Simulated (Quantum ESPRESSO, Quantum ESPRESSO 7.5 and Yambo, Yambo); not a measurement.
# A GW chain in Yambo: AlN (P6_3mc)

Aim: the G0W0 gap of AlN (P6_3mc) on PBE, step by step.

Program: Quantum ESPRESSO 7.5 and Yambo 5.3.0. Level of theory: PBE and many-body steps on it, plane waves. Results are calculated unless marked as measured.

The database entry behind the starting cell differs from later determinations by our own check (inner coordinate u about 0.002 short), so it need not match the best structure at ambient conditions.

### 1. Starting point

It takes space group P6_3mc (No. 186, hexagonal). Conventional cell: a = 3.113 Å, b = 3.113 Å, c = 4.981 Å, α = 90.00°, β = 90.00°, γ = 120.00°. Nearest to Al lie 4 N at 1.89 Å. Nearest to N lie 4 Al at 1.89 Å. Farther neighbours and most contacts between anions are not listed.

As a file:

```cif
data_structure
_symmetry_space_group_name_H-M 'P 1'
_symmetry_Int_Tables_number 1
_cell_length_a 3.1130
_cell_length_b 3.1130
_cell_length_c 4.9810
_cell_angle_alpha 90.000
_cell_angle_beta 90.000
_cell_angle_gamma 120.000
_cell_volume 41.80
loop_
_atom_site_label
_atom_site_type_symbol
_atom_site_fract_x
_atom_site_fract_y
_atom_site_fract_z
_atom_site_occupancy
Al1 Al 0.33333 0.66667 0.00000 1
Al2 Al 0.66667 0.33333 0.50000 1
N3 N 0.33333 0.66667 0.38000 1
N4 N 0.66667 0.33333 0.88000 1
```

The cell and positions come from the Crystallography Open Database and are kept as given unless a step says otherwise.

### 2. Ground state

This step: Quantum ESPRESSO 7.5; DFT, PBE, plane waves, norm-conserving pseudopotentials.

The ground-state density comes first.

pw.in

```
&control
  calculation = 'scf'
  prefix = 'x'
  outdir = 'o'
  pseudo_dir = 'pseudo'
/
&system
  ibrav = 0
  nat = 4
  ntyp = 2
  ecutwfc = 72.0
  nbnd = 14
  force_symmorphic = .true.
/
&electrons
  conv_thr = 1e-10
  electron_maxstep = 80
  mixing_beta = 0.5
/
ATOMIC_SPECIES
  Al 26.982 Al.upf
  N 14.007 N.upf
CELL_PARAMETERS angstrom
  3.1130000000 -0.0000000000 0.0000000000
  -1.5565000000 2.6959370820 0.0000000000
  0.0000000000 0.0000000000 4.9810000000
ATOMIC_POSITIONS crystal
  Al 0.3333333333 0.6666666667 0.0000000000
  Al 0.6666666667 0.3333333333 0.5000000000
  N 0.3333333333 0.6666666667 0.3800000000
  N 0.6666666667 0.3333333333 0.8800000000
K_POINTS automatic
  6 6 4 0 0 0
```

Command:

```console
$ OMP_NUM_THREADS=1 mpirun -n 4 pw.x -nk 4 -in pw.in > pw.out
```

Output:

```text
Program PWSCF v.7.5 starts

     This program is part of the open-source Quantum ESPRESSO suite
     for quantum simulation of materials; please cite
         "P. Giannozzi et al., J. Phys.:Condens. Matter 21 395502 (2009);
         "P. Giannozzi et al., J. Phys.:Condens. Matter 29 465901 (2017);
         "P. Giannozzi et al., J. Chem. Phys. 152 154105 (2020);
     in publications or presentations arising from this work. More details at
     Message from routine setup:
     using ibrav=0 with symmetry is DISCOURAGED, use correct ibrav instead

     G-vector sticks info

     bravais-lattice index     =            0
     lattice parameter (alat)  =       5.8827  a.u.
     unit-cell volume          =     282.0993 (a.u.)^3
     number of atoms/cell      =            4
     number of atomic types    =            2
     number of electrons       =        16.00
     number of Kohn-Sham states=           14
     kinetic-energy cutoff     =      72.0000  Ry
     charge density cutoff     =     288.0000  Ry
     scf convergence threshold =      1.0E-10
     mixing beta               =       0.5000
     number of iterations used =            8  plain     mixing
     Exchange-correlation= PBE
                           (   1   4   3   4   0   0   0)

     celldm(1)=   5.882717  celldm(2)=   0.000000  celldm(3)=   0.000000
     celldm(4)=   0.000000  celldm(5)=   0.000000  celldm(6)=   0.000000

     crystal axes: (cart. coord. in units of alat)
               a(1) = (   1.000000  -0.000000   0.000000 )
               a(2) = (  -0.500000   0.866025   0.000000 )
               a(3) = (   0.000000   0.000000   1.600064 )

     reciprocal axes: (cart. coord. in units 2 pi/alat)
               b(1) = (  1.000000  0.577350 -0.000000 )
               b(2) = (  0.000000  1.154701 -0.000000 )
               b(3) = ( -0.000000 -0.000000  0.624975 )
     Pseudo is Norm-conserving + core correction, Zval =  3.0
     Generated using ONCVPSP code by D. R. Hamann
     Using radial grid of 1876 points,  6 beta functions with:
     Pseudo is Norm-conserving + core correction, Zval =  5.0
     Generated using ONCVPSP code by D. R. Hamann
     Using radial grid of 1058 points,  4 beta functions with:
     Al                3.00    26.98200     Al( 1.00)
     N                 5.00    14.00700     N ( 1.00)

      6 Sym. Ops. (no inversion) found

   Cartesian axes

     site n.     atom                  positions (alat units)
         1        Al     tau(   1) = (  -0.0000000   0.5773503   0.0000000  )
         2        Al     tau(   2) = (   0.5000000   0.2886751   0.8000321  )
         3        N      tau(   3) = (  -0.0000000   0.5773503   0.6080244  )
         4        N      tau(   4) = (   0.5000000   0.2886751   1.4080565  )

     number of k points=    24
                       cart. coord. in units 2pi/alat
        k(    1) = (   0.0000000   0.0000000   0.0000000), wk =   0.0138889
        k(    2) = (   0.0000000   0.0000000   0.1562437), wk =   0.0277778
        k(    3) = (   0.0000000   0.0000000  -0.3124875), wk =   0.0138889
        k(    4) = (   0.0000000   0.1924501   0.0000000), wk =   0.0833333
        k(    5) = (   0.0000000   0.1924501   0.1562437), wk =   0.0833333
        k(    6) = (   0.0000000   0.1924501  -0.3124875), wk =   0.0833333
        k(    7) = (   0.0000000   0.3849002   0.0000000), wk =   0.0833333
        k(    8) = (   0.0000000   0.3849002   0.1562437), wk =   0.0833333
        k(    9) = (   0.0000000   0.3849002  -0.3124875), wk =   0.0833333
        k(   10) = (   0.0000000  -0.5773503   0.0000000), wk =   0.0416667
     [... 12 further rows ...]
        k(   23) = (   0.0000000  -0.3849002   0.1562437), wk =   0.0833333
        k(   24) = (  -0.1666667  -0.4811252   0.1562437), wk =   0.1666667

     Dense  grid:    23187 G-vectors     FFT dimensions: (  32,  32,  54)

     Initial potential from superposition of free atoms

     starting charge      15.9951, renormalised to      16.0000
     Starting wfcs are   16 randomized atomic wfcs

     per-process dynamical memory:    22.3 Mb

     Self-consistent Calculation

     iteration #  1     ecut=    72.00 Ry     beta= 0.50

     total energy              =     -50.81998425 Ry
     estimated scf accuracy    <       1.20204797 Ry

     iteration #  2     ecut=    72.00 Ry     beta= 0.50

     total energy              =     -51.15497471 Ry
     estimated scf accuracy    <       0.13976293 Ry

     iteration #  3     ecut=    72.00 Ry     beta= 0.50

     total energy              =     -51.17366281 Ry
     estimated scf accuracy    <       0.01056669 Ry

     iteration #  4     ecut=    72.00 Ry     beta= 0.50

     total energy              =     -51.17593161 Ry
     estimated scf accuracy    <       0.00721993 Ry

     iteration #  5     ecut=    72.00 Ry     beta= 0.50

     total energy              =     -51.17618773 Ry
     estimated scf accuracy    <       0.00068179 Ry

     iteration #  6     ecut=    72.00 Ry     beta= 0.50

     total energy              =     -51.17644071 Ry
     estimated scf accuracy    <       0.00006151 Ry

     iteration #  7     ecut=    72.00 Ry     beta= 0.50

     total energy              =     -51.17643369 Ry
     estimated scf accuracy    <       0.00003145 Ry

     iteration #  8     ecut=    72.00 Ry     beta= 0.50

     total energy              =     -51.17643414 Ry
     estimated scf accuracy    <       0.00000549 Ry

     iteration #  9     ecut=    72.00 Ry     beta= 0.50

     total energy              =     -51.17643454 Ry
     estimated scf accuracy    <       0.00000063 Ry

     iteration # 10     ecut=    72.00 Ry     beta= 0.50

     total energy              =     -51.17643473 Ry
     estimated scf accuracy    <          1.6E-10 Ry

     iteration # 11     ecut=    72.00 Ry     beta= 0.50

     total energy              =     -51.17643473 Ry
     estimated scf accuracy    <          3.6E-09 Ry

     iteration # 12     ecut=    72.00 Ry     beta= 0.50

     total energy              =     -51.17643474 Ry
     estimated scf accuracy    <          5.7E-10 Ry

     iteration # 13     ecut=    72.00 Ry     beta= 0.50

     total energy              =     -51.17643473 Ry
     estimated scf accuracy    <          7.0E-10 Ry

     iteration # 14     ecut=    72.00 Ry     beta= 0.50

     End of self-consistent calculation

          k = 0.0000 0.0000 0.0000 (  2863 PWs)   bands (ev):

    -8.0385  -5.8877   1.1322   6.2756   6.2756   6.9268   6.9268   7.1067
    11.3272  13.7824  17.6990  18.2976  18.2976  20.2844

          k = 0.0000 0.0000 0.1562 (  2893 PWs)   bands (ev):

    -7.8016  -6.3221   1.9309   5.9103   6.3662   6.3662   6.8267   6.8267
    12.2778  13.8969  17.3750  18.2652  18.2653  18.8620

          k = 0.0000 0.0000-0.3125 (  2858 PWs)   bands (ev):

    -7.1500  -7.1500   3.7936   3.7936   6.5919   6.5919   6.5919   6.5919
    13.5732  13.5732  17.4519  17.4521  18.6140  18.6140

          k = 0.0000 0.1925 0.0000 (  2896 PWs)   bands (ev):

     [... further k-points ...]

     highest occupied, lowest unoccupied level (ev):     7.1067   11.3272

!    total energy              =     -51.17643473 Ry
     estimated scf accuracy    <          1.9E-11 Ry

     The total energy is the sum of the following terms:
     one-electron contribution =      -2.07179065 Ry
     hartree contribution      =      11.37825137 Ry
     xc contribution           =     -16.99644717 Ry
     ewald contribution        =     -43.48644828 Ry

     convergence has been achieved in  14 iterations

     XML data file, charge density, pseudopotentials, collected wavefunctions

=------------------------------------------------------------------------------=
   JOB DONE.
=------------------------------------------------------------------------------=
```

Elapsed: 5.9 s, on 4 MPI ranks of Arm Neoverse V1, shared host; peak memory 0.21 GiB.

Numbers from this step:

| Quantity | Value |
| --- | --- |
| total energy | -696.2909 eV |
| gap | 4.220 eV |
| k of the valence top | 0, 0, 0 |
| k of the conduction bottom | 0, 0, 0 |
| least direct gap | 4.220 eV |

The gap is direct, at Γ.

### 3. Bands along the symmetry lines

Levels along a band path, at the cheap level, show where the edges lie and whether the meshes to come will hold them.

pw.in

```
&control
  calculation = 'bands'
  prefix = 'x'
  outdir = 'o'
  pseudo_dir = 'pseudo'
/
&system
  ibrav = 0
  nat = 4
  ntyp = 2
  ecutwfc = 72.0
  nbnd = 14
  force_symmorphic = .true.
/
&electrons
  conv_thr = 1e-9
  electron_maxstep = 80
  diago_full_acc = .true.
  diago_thr_init = 5e-6
/
ATOMIC_SPECIES
  Al 26.982 Al.upf
  N 14.007 N.upf
CELL_PARAMETERS angstrom
  3.1130000000 -0.0000000000 0.0000000000
  -1.5565000000 2.6959370820 0.0000000000
  0.0000000000 0.0000000000 4.9810000000
ATOMIC_POSITIONS crystal
  Al 0.3333333333 0.6666666667 0.0000000000
  Al 0.6666666667 0.3333333333 0.5000000000
  N 0.3333333333 0.6666666667 0.3800000000
  N 0.6666666667 0.3333333333 0.8800000000
K_POINTS crystal
  75
  0.00000000 0.00000000 0.00000000 1
  0.06250000 0.00000000 0.00000000 1
  0.12500000 0.00000000 0.00000000 1
  0.18750000 0.00000000 0.00000000 1
  0.25000000 0.00000000 0.00000000 1
  0.31250000 0.00000000 0.00000000 1
  0.37500000 0.00000000 0.00000000 1
  0.43750000 0.00000000 0.00000000 1
  0.50000000 0.00000000 0.00000000 1
  0.47916667 0.04166667 0.00000000 1
  0.45833333 0.08333333 0.00000000 1
  0.43750000 0.12500000 0.00000000 1
  0.41666666 0.16666666 0.00000000 1
  0.39583333 0.20833333 0.00000000 1
  0.37500000 0.25000000 0.00000000 1
  0.35416666 0.29166666 0.00000000 1
  0.33333333 0.33333333 0.00000000 1
  0.29166666 0.29166666 0.00000000 1
  0.25000000 0.25000000 0.00000000 1
  0.20833333 0.20833333 0.00000000 1
  0.16666666 0.16666666 0.00000000 1
  0.12500000 0.12500000 0.00000000 1
  0.08333333 0.08333333 0.00000000 1
  0.04166667 0.04166667 0.00000000 1
  0.00000000 0.00000000 0.00000000 1
  0.00000000 0.00000000 0.06250000 1
  0.00000000 0.00000000 0.12500000 1
  0.00000000 0.00000000 0.18750000 1
  0.00000000 0.00000000 0.25000000 1
  0.00000000 0.00000000 0.31250000 1
  0.00000000 0.00000000 0.37500000 1
  0.00000000 0.00000000 0.43750000 1
  0.00000000 0.00000000 0.50000000 1
  0.06250000 0.00000000 0.50000000 1
  0.12500000 0.00000000 0.50000000 1
  0.18750000 0.00000000 0.50000000 1
  0.25000000 0.00000000 0.50000000 1
  0.31250000 0.00000000 0.50000000 1
  0.37500000 0.00000000 0.50000000 1
  0.43750000 0.00000000 0.50000000 1
  0.50000000 0.00000000 0.50000000 1
  0.47916667 0.04166667 0.50000000 1
  0.45833333 0.08333333 0.50000000 1
  0.43750000 0.12500000 0.50000000 1
  0.41666666 0.16666666 0.50000000 1
  0.39583333 0.20833333 0.50000000 1
  0.37500000 0.25000000 0.50000000 1
  0.35416666 0.29166666 0.50000000 1
  0.33333333 0.33333333 0.50000000 1
  0.29166666 0.29166666 0.50000000 1
  0.25000000 0.25000000 0.50000000 1
  0.20833333 0.20833333 0.50000000 1
  0.16666666 0.16666666 0.50000000 1
  0.12500000 0.12500000 0.50000000 1
  0.08333333 0.08333333 0.50000000 1
  0.04166667 0.04166667 0.50000000 1
  0.00000000 0.00000000 0.50000000 1
  0.50000000 0.00000000 0.50000000 1
  0.50000000 0.00000000 0.43750000 1
  0.50000000 0.00000000 0.37500000 1
  0.50000000 0.00000000 0.31250000 1
  0.50000000 0.00000000 0.25000000 1
  0.50000000 0.00000000 0.18750000 1
  0.50000000 0.00000000 0.12500000 1
  0.50000000 0.00000000 0.06250000 1
  0.50000000 0.00000000 0.00000000 1
  0.33333333 0.33333333 0.50000000 1
  0.33333333 0.33333333 0.43750000 1
  0.33333333 0.33333333 0.37500000 1
  0.33333333 0.33333333 0.31250000 1
  0.33333333 0.33333333 0.25000000 1
  0.33333333 0.33333333 0.18750000 1
  0.33333333 0.33333333 0.12500000 1
  0.33333333 0.33333333 0.06250000 1
  0.33333333 0.33333333 0.00000000 1
```

Output:

```text
[banner, memory and clock lines left out]
Program PWSCF v.7.5 starts

     Atomic positions and unit cell read from directory:
     o/x.save/

     Message from routine setup:
     using ibrav=0 with symmetry is DISCOURAGED, use correct ibrav instead

     G-vector sticks info

     bravais-lattice index     =            0
     lattice parameter (alat)  =       5.8827  a.u.
     unit-cell volume          =     282.0993 (a.u.)^3
     number of atoms/cell      =            4
     number of atomic types    =            2
     number of electrons       =        16.00
     number of Kohn-Sham states=           14
     kinetic-energy cutoff     =      72.0000  Ry
     charge density cutoff     =     288.0000  Ry
     Exchange-correlation= PBE
                           (   1   4   3   4   0   0   0)

     celldm(1)=   5.882717  celldm(2)=   0.000000  celldm(3)=   0.000000
     celldm(4)=   0.000000  celldm(5)=   0.000000  celldm(6)=   0.000000

     crystal axes: (cart. coord. in units of alat)
               a(1) = (   1.000000  -0.000000   0.000000 )
               a(2) = (  -0.500000   0.866025   0.000000 )
               a(3) = (   0.000000   0.000000   1.600064 )

     reciprocal axes: (cart. coord. in units 2 pi/alat)
               b(1) = (  1.000000  0.577350 -0.000000 )
               b(2) = (  0.000000  1.154701 -0.000000 )
               b(3) = ( -0.000000 -0.000000  0.624975 )
     Pseudo is Norm-conserving + core correction, Zval =  3.0
     Generated using ONCVPSP code by D. R. Hamann
     Using radial grid of 1876 points,  6 beta functions with:
     Pseudo is Norm-conserving + core correction, Zval =  5.0
     Generated using ONCVPSP code by D. R. Hamann
     Using radial grid of 1058 points,  4 beta functions with:
     Al                3.00    26.98200     Al( 1.00)
     N                 5.00    14.00700     N ( 1.00)

      6 Sym. Ops. (no inversion) found

   Cartesian axes

     site n.     atom                  positions (alat units)
         1        Al     tau(   1) = (  -0.0000000   0.5773503   0.0000000  )
         2        Al     tau(   2) = (   0.5000000   0.2886751   0.8000321  )
         3        N      tau(   3) = (  -0.0000000   0.5773503   0.6080244  )
         4        N      tau(   4) = (   0.5000000   0.2886751   1.4080565  )

     number of k points=    75
                       cart. coord. in units 2pi/alat
        k(    1) = (   0.0000000   0.0000000   0.0000000), wk =   0.0266667
        k(    2) = (   0.0625000   0.0360844   0.0000000), wk =   0.0266667
        k(    3) = (   0.1250000   0.0721688   0.0000000), wk =   0.0266667
[...]
[... 63 further rows ...]
        k(   74) = (   0.3333333   0.5773503   0.0390609), wk =   0.0266667
        k(   75) = (   0.3333333   0.5773503   0.0000000), wk =   0.0266667

     Dense  grid:    23187 G-vectors     FFT dimensions: (  32,  32,  54)

     The potential is recalculated from file :
     o/x.save/charge-density

     Starting wfcs are   16 randomized atomic wfcs

     Band Structure Calculation

     End of band structure calculation

          k = 0.0000 0.0000 0.0000 (  2863 PWs)   bands (ev):

    -8.0385  -5.8877   1.1322   6.2756   6.2756   6.9268   6.9268   7.1067
    11.3272  13.7824  17.6990  18.2976  18.2976  20.2845

          k = 0.0625 0.0361 0.0000 (  2881 PWs)   bands (ev):

    -7.9887  -5.8594   1.1915   6.0380   6.2074   6.6812   6.9207   7.0869
    11.5752  13.9974  17.4940  17.9237  18.4422  20.0986

          k = 0.1250 0.0722 0.0000 (  2880 PWs)   bands (ev):

    -7.8414  -5.7784   1.3678   5.4066   6.0322   6.1037   6.8891   7.0164
    12.1590  14.5141  16.8879  17.2194  18.8553  19.7092

[...]
k = 0.3333 0.5774 0.0391 (  2931 PWs)   bands (ev):

    -5.5416  -5.5416   2.3343   3.2784   3.2784   4.6549   4.8286   4.8286
    12.2407  15.4762  16.7139  16.7139  18.6879  18.6879

          k = 0.3333 0.5774 0.0000 (  2928 PWs)   bands (ev):

    -5.5433  -5.5433   2.3182   3.3537   3.3537   4.6905   4.7354   4.7354
    12.1816  15.4832  16.8039  16.8039  18.6615  18.6615

     XML data file, pseudopotentials, collected wavefunctions
```

Wall time 4.7 s (4 MPI ranks); peak memory 0.18 GiB; 18 s of CPU time.

Numbers from this step:

```
gap                        : 4.221 eV
k of the valence top       : 0, 0, 0
k of the conduction bottom : 0, 0, 0
least direct gap           : 4.221 eV
```

The gap is 4.221 eV, as in the run before at this level.

Electronic bands along the path, in eV, zero at the top of the highest filled band; v1 is the highest filled band, c1 the lowest empty one:

```
    point     v4     v3     v2     v1    c1    c2     c3     c4
        Γ  -0.83  -0.18  -0.18   0.00  4.22  6.68  10.59  11.19
  halfway  -2.43  -1.54  -0.44  -0.38  6.21  7.63   8.10  10.04
        M  -3.33  -2.06  -1.77  -0.66  5.83  5.84   8.21  10.30
  halfway  -3.08  -2.97  -1.86  -1.49  5.54  7.17   8.88  10.08
        K  -3.75  -2.42  -2.37  -2.37  5.07  8.38   9.70   9.70
  halfway  -3.35  -1.67  -0.86  -0.59  6.85  7.48   8.57   9.14
        Γ  -0.83  -0.18  -0.18   0.00  4.22  6.68  10.59  11.19
  halfway  -0.74  -0.74  -0.28  -0.28  5.17  6.79  10.27  11.16
        A  -0.51  -0.51  -0.51  -0.51  6.47  6.47  10.35  10.35
  halfway  -1.58  -1.58  -1.01  -1.01  6.55  6.55   9.52   9.52
        L  -1.44  -1.44  -1.35  -1.35  5.34  5.34   9.32   9.32
  halfway  -2.72  -2.72  -0.92  -0.92  6.19  6.19   9.25   9.25
        H  -3.83  -3.83  -0.78  -0.78  7.44  7.44   7.88   7.88
  halfway  -1.80  -1.80  -1.20  -1.20  6.74  6.74   9.49   9.49
        A  -0.51  -0.51  -0.51  -0.51  6.47  6.47  10.35  10.35
jump to L  -1.44  -1.44  -1.35  -1.35  5.34  5.34   9.32   9.32
  halfway  -2.55  -1.89  -1.19  -0.91  5.09  5.93   9.37   9.47
        M  -3.33  -2.06  -1.77  -0.66  5.83  5.84   8.21  10.30
jump to H  -3.83  -3.83  -0.78  -0.78  7.44  7.44   7.88   7.88
  halfway  -4.41  -2.91  -1.46  -1.46  5.91  8.23   8.70   8.70
        K  -3.75  -2.42  -2.37  -2.37  5.07  8.38   9.70   9.70
```

(Part 1 of 2 ends here.)

[Paths, hosts, dates, memory and timing lines, banners, echoed tables and standing remarks are left out of the program output.]

[Logs are printed without paths, hosts, clocks, repeated set-up lines and the standing remarks that a program may print on its own settings, such as how far it seeks lower states.]

[Runs of the session that timed out or met a known fault of the program may be left out.]

[Hosts, paths, dates, database ids (printed as entryN), source tags and the programs' standing remarks are cut or masked in the printed files.]
